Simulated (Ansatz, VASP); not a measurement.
## One calculation of GaP, 3 ways

```
CELL_PARAMETERS angstrom
0.00000 2.72525 2.72525
2.72525 0.00000 2.72525
2.72525 2.72525 0.00000
ATOMIC_POSITIONS crystal
Ga 0.00000 0.00000 0.00000
P 0.75000 0.75000 0.75000
```

Alike in all runs: task band structure; functional PBE; k mesh 6 × 6 × 6; occupations fermi-dirac, width 0.05 eV; spin-orbit coupling, no magnetisation; with spin-orbit coupling. Pressure is positive in compression and, in plane waves, holds the error of the finite cutoff, which Ansatz's Pulay term estimates and takes out.

| program and potentials | plane-wave cutoff (eV) | notes | pressure (GPa) |
| --- | --- | --- | --- |
| Ansatz, Ansatz PAW | 420 | Pulay term of +0.04 GPa included | 2.52 |
| VASP, PBE PAW files Ga_d, P, 520 eV | 520 | - | ? |
| Ansatz, all-electron LAPW, relativistic spinors | - | - | 2.50 |

Estimate from the other rows what the run with VASP, PBE PAW files Ga_d, P, 520 eV gave.

Pressure 2.49 GPa. The other rows, which needn't bracket it: pressure 2.50 to 2.52.
